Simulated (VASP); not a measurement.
# SnSe in VASP: dielectric tensor with LDA

Aim: the dielectric tensor of SnSe with LDA.

Program: VASP 6.6.1. These are calculated values, not measurements. Logs are shortened: lines on timing, memory, paths and dates and some standing lists are left out, and cuts for length are marked.

### 1 The slab as given

The cell holds a slab with vacuum, 4 atoms: a = 4.285 Å, b = 4.285 Å, c = 10.991 Å, α = 90.00°, β = 90.00°, γ = 90.00°.

### 2 Dielectric tensor, LDA

INCAR

```
  PREC = Accurate
  ENCUT = 520
  EDIFF = 1E-8
  ISMEAR = 0
  SIGMA = 0.02
  LREAL = False
  LASPH = True
  NELM = 60
  ALGO = Fast
  ISIF = 2
  LWAVE = False
  LCHARG = False
  GGA = CA
  LEPSILON = True
  KPAR = 4
```

KPOINTS

```
regular mesh
0
Gamma
  6 6 4
```

POSCAR

```
SnSe
1.0
    4.2853274191      0.0000000000      0.0000000000
    0.0000000000      4.2853274191      0.0000000000
    0.0000000000      0.0000000000     10.9906921300
Sn Se
2 2
Direct
    0.0000000000      0.5000000000      0.6277708900
    0.5000000000      0.0000000000      0.3722291100
    0.0000000000      0.5000000000      0.3839605100
    0.5000000000      0.0000000000      0.6160394900
```

Potentials or basis: VASP PAW LDA potentials, release 64 (Sn_d, Se).

On the command line:

```sh
$ cat potpaw_LDA.64/Sn_d/POTCAR potpaw_LDA.64/Se/POTCAR > POTCAR
$ mpirun -np 4 vasp_std > vasp.out
```

OUTCAR:

```text
PREC = Accurate
   ENCUT = 520
   EDIFF = 1E-8
   ISMEAR = 0
   LREAL = False
   LASPH = True
   NELM = 60
   ISIF = 2
   GGA = CA
   LEPSILON = True

 ion  position               nearest neighbor table
   1  0.000  0.500  0.628-   3 2.68   4 3.03   4 3.03   4 3.03   4 3.03
   2  0.500  0.000  0.372-   4 2.68   3 3.03   3 3.03   3 3.03   3 3.03
   3  0.000  0.500  0.384-   1 2.68   2 3.03   2 3.03   2 3.03   2 3.03
   4  0.500  0.000  0.616-   2 2.68   1 3.03   1 3.03   1 3.03   1 3.03

  LATTYP: Found a simple tetragonal cell.
 ALAT       =     4.2853274191
 C/A-ratio  =     2.5647263453

  Lattice vectors:

 A1 = (   4.2853274191,   0.0000000000,   0.0000000000)
 A2 = (   0.0000000000,   4.2853274191,   0.0000000000)
 A3 = (   0.0000000000,   0.0000000000,  10.9906921300)

Analysis of symmetry for initial positions (statically):
=====================================================================
 Subroutine PRICEL returns:
 Original cell was already a primitive cell.

 Routine SETGRP: Setting up the symmetry group for a
 simple tetragonal supercell.

 Subroutine GETGRP returns: Found 16 space group operations
 (whereof  8 operations were pure point group operations)
 out of a pool of 16 trial point group operations.

The static configuration has the point symmetry D_2d.
 The point group associated with its full space group is D_4h.

Analysis of symmetry for dynamics (positions and initial velocities):
=====================================================================
 Subroutine PRICEL returns:
 Original cell was already a primitive cell.

 Routine SETGRP: Setting up the symmetry group for a
 simple tetragonal supercell.

 Subroutine GETGRP returns: Found 16 space group operations
 (whereof  8 operations were pure point group operations)
 out of a pool of 16 trial point group operations.

The dynamic configuration has the point symmetry D_2d.
 The point group associated with its full space group is D_4h.

 Subroutine INISYM returns: Found 16 space group operations
 (whereof  8 operations are pure point group operations),
 and found     1 'primitive' translations

----------------------------------------------------------------------------------------

                                     Primitive cell

  volume of cell :     201.8334

  direct lattice vectors                    reciprocal lattice vectors
     4.285327419  0.000000000  0.000000000     0.233354398  0.000000000  0.000000000
     0.000000000  4.285327419  0.000000000     0.000000000  0.233354398  0.000000000
     0.000000000  0.000000000 10.990692130     0.000000000  0.000000000  0.090986081

  length of vectors
     4.285327419  4.285327419 10.990692130     0.233354398  0.233354398  0.090986081

  position of ions in fractional coordinates (direct lattice)
     0.000000000  0.500000000  0.627770890
     0.500000000  0.000000000  0.372229110
     0.000000000  0.500000000  0.383960510
     0.500000000  0.000000000  0.616039490

  ion indices of the primitive-cell ions
   primitive index   ion index
                 1           1
                 2           2
                 3           3
                 4           4

----------------------------------------------------------------------------------------

 KPOINTS: regular mesh

Automatic generation of k-mesh.
 Grid dimensions read from file:
 generate k-points for:    6    6    4

 Generating k-lattice:

  Cartesian coordinates                     Fractional coordinates (reciprocal lattice)
     0.038892400  0.000000000  0.000000000     0.166666667  0.000000000  0.000000000
     0.000000000  0.038892400  0.000000000     0.000000000  0.166666667  0.000000000
[... 88 lines left out ...]
   LRPA    =     F    only Hartree local field effects (RPA)
 non-spin polarized calculation
 RMM-DIIS sequential band-by-band and
 Gauss-broadening in eV      SIGMA  =   0.02
  energy-cutoff  :      520.00
  volume of cell :      201.83
 maximum number of plane-waves:      5480
 NGX is ok and might be reduce to    32
   NGX = 15   NGY = 15   NGZ = 41

--------------------------------------- Ionic step        1  -------------------------------------------

 number of electron      40.0000017 magnetization

 E-fermi :   0.5519     XC(G=0):  -6.2346

 val. band max:        0.3956715160   @ k =   0.3333   0.0000   0.5000
 cond. band min:       1.8487626218   @ k =   0.3333   0.0000   0.5000
 fundamental gap:      1.4530911058
 Fermi energy:         0.5518776341

 k-point     1 :       0.0000    0.0000    0.0000
  band No.  band energies     occupation
      1     -20.5590      2.00000
      2     -20.5536      2.00000
      3     -20.5534      2.00000
      4     -20.5519      2.00000
      5     -20.5466      2.00000
      6     -20.5233      2.00000
[... 637 lines left out ...]
     23       2.4933      0.00000
     24       2.4933      0.00000

 [... further k-points ...]

  FORCE on cell =-STRESS in cart. coord.  units (eV):
  Direction    XX          YY          ZZ          XY          YZ          ZX
  --------------------------------------------------------------------------------------
  -------------------------------------------------------------------------------------
  Total       -2.2023545     -2.2023545     -0.7014622      0.0000000      0.0000000      0.0000000
  in kB      -17.4825489    -17.4825489     -5.5682890      0.0000000      0.0000000      0.0000000
  external PRESSURE =     -13.5111290 kB  Pullay stress =       0.0000000 kB

 VOLUME and BASIS-vectors are now :
 -----------------------------------------------------------------------------
  energy-cutoff  :      520.00
  volume of cell :      201.83
      direct lattice vectors                 reciprocal lattice vectors
     4.285327419  0.000000000  0.000000000     0.233354398  0.000000000  0.000000000
     0.000000000  4.285327419  0.000000000     0.000000000  0.233354398  0.000000000
     0.000000000  0.000000000 10.990692130     0.000000000  0.000000000  0.090986081

 POSITION                                       TOTAL-FORCE (eV/Angst)
 -----------------------------------------------------------------------------------
      0.00000      2.14266      6.89964        -0.000000      0.000000     -0.219756
      2.14266      0.00000      4.09106         0.000000      0.000000      0.219756
      0.00000      2.14266      4.21999         0.000000      0.000000      0.021689
      2.14266      0.00000      6.77070        -0.000000      0.000000     -0.021689
 -----------------------------------------------------------------------------------
    total drift:                                0.000000      0.000000      0.000000

  FREE ENERGIE OF THE ION-ELECTRON SYSTEM (eV)
  ---------------------------------------------------
  free  energy   TOTEN  =       -18.4319500800 eV

  energy  without entropy=      -18.4319500800  energy(sigma->0) =      -18.43195008

 HEAD OF MICROSCOPIC STATIC DIELECTRIC TENSOR (INDEPENDENT PARTICLE, excluding Hartree and local field effects)
 ------------------------------------------------------
          14.782615     0.000000     0.000000
           0.000000    14.782615     0.000000
           0.000000     0.000000     5.254249
 ------------------------------------------------------

 Free energy of the ion-electron system (eV)
  ---------------------------------------------------
  ---------------------------------------------------
  free energy    TOTEN  =        -7.67865515 eV

  energy without entropy =       -7.67865515

------------------------ aborting loop because EDIFF is reached ----------------------------------------

--------------------------------------- Ionic step        2  -------------------------------------------

------------------------ aborting loop because EDIFF is reached ----------------------------------------

--------------------------------------- Ionic step        3  -------------------------------------------

 Free energy of the ion-electron system (eV)
  ---------------------------------------------------
  ---------------------------------------------------
  free energy    TOTEN  =        -0.60141283 eV

  energy without entropy =       -0.60141283

------------------------ aborting loop because EDIFF is reached ----------------------------------------

 PIEZOELECTRIC TENSOR FIELD DIRECTION 3  (e Angst)
 -----------------------------------------------------------------------------
    -0.00006  0.00000  0.00000           ( -0.00000  0.00000  0.00000)
     0.00000 -0.00006  0.00000           (  0.00000 -0.00000  0.00000)
     0.00000  0.00000  0.00023           (  0.00000  0.00000 -0.00000)

 PIEZOELECTRIC TENSOR FIELD DIRECTION 3  (C/m^2)
 -----------------------------------------------------------------------------
    -0.00001  0.00000  0.00000
     0.00000 -0.00001  0.00000
     0.00000  0.00000  0.00002

 MACROSCOPIC STATIC DIELECTRIC TENSOR (including local field effects in DFT)
 ------------------------------------------------------
          14.121030     0.000000     0.000000
           0.000000    14.121030    -0.000000
           0.000000    -0.000000     1.987149
 ------------------------------------------------------

 PIEZOELECTRIC TENSOR (including local field effects)  for field in x, y, z        (e  Angst)
          XX          YY          ZZ          XY          YZ          ZX
  --------------------------------------------------------------------------------
  x     0.00000     0.00000     0.00000     0.00000     0.00000     0.00000
  y    -0.00000     0.00000     0.00000     0.00000     0.00000     0.00000
  z     0.00000     0.00000     0.00000     0.00000     0.00000     0.00000

 PIEZOELECTRIC TENSOR (including local field effects)  for field in x, y, z        (C/m^2)
          XX          YY          ZZ          XY          YZ          ZX
  --------------------------------------------------------------------------------
  x     0.00000     0.00000     0.00000     0.00000     0.00000     0.00000
  y    -0.00000     0.00000     0.00000     0.00000     0.00000     0.00000
  z     0.00000     0.00000     0.00000     0.00000     0.00000     0.00000

 BORN EFFECTIVE CHARGES (including local field effects) (in |e|, cummulative output)
 ---------------------------------------------------------------------------------
 ion    1
    1     5.45153     0.00000     0.00000
    2     0.00000     5.45153     0.00000
    3     0.00000     0.00000     0.37794
 ion    2
    1     5.45153     0.00000     0.00000
    2     0.00000     5.45153    -0.00000
    3     0.00000     0.00000     0.37794
 ion    3
    1    -5.45153     0.00000     0.00000
    2     0.00000    -5.45153     0.00000
    3     0.00000     0.00000    -0.37794
 ion    4
    1    -5.45153     0.00000    -0.00000
    2     0.00000    -5.45153     0.00000
    3     0.00000     0.00000    -0.37794
```

Run time: 5.9 min. Hardware: 4 MPI ranks of Intel Xeon Platinum 8488C (Sapphire Rapids), shared host; peak memory 0.67 GiB.

Results:

```yaml
Band_gap_on_the_k_mesh: 1.45 eV, direct
Electronic_dielectric_tensor_diagonal: 14.12, 14.12, 1.99
Born_charges_mean_of_the_diagonal: Sn +3.76; Se -3.76 e
```

Levels at points of the mesh, in eV from the valence-band top:
```csv
k point,band 17,band 18,band 19,band 20,band 21,band 22,band 23,band 24
"(0.00, 0.00, 0.00)",-2.94,-1.60,-1.60,-0.20,1.65,3.83,3.84,4.40
"(0.50, 0.00, 0.00)",-1.41,-1.41,-0.19,-0.19,1.54,1.54,2.10,2.10
"(0.50, 0.50, 0.00)",-3.12,-3.12,-1.59,-1.59,3.71,3.71,4.74,4.74
"(0.00, 0.00, 0.50)",-2.94,-1.60,-1.60,-0.20,1.51,3.83,4.40,4.40
"(0.50, 0.00, 0.50)",-1.41,-1.41,-0.19,-0.19,1.54,1.54,2.10,2.10
"(0.50, 0.50, 0.50)",-3.12,-3.12,-1.59,-1.59,3.67,3.67,4.80,4.80
```

Electronic dielectric tensor:
```
14.12  0.00  0.00
 0.00 14.12  0.00
 0.00  0.00  1.99
```

Born effective charge tensors (e):
atom 1, Sn
```
5.45 0.00 0.00
0.00 5.45 0.00
0.00 0.00 0.38
```
atom 2, Sn
```
5.45 0.00 0.00
0.00 5.45 0.00
0.00 0.00 0.38
```
atom 3, Se
```
-5.45  0.00  0.00
 0.00 -5.45  0.00
 0.00  0.00 -0.38
```
atom 4, Se
```
-5.45  0.00  0.00
 0.00 -5.45  0.00
 0.00  0.00 -0.38
```

Caveat: spin-orbit coupling is left out, which moves the levels of the heavy elements.
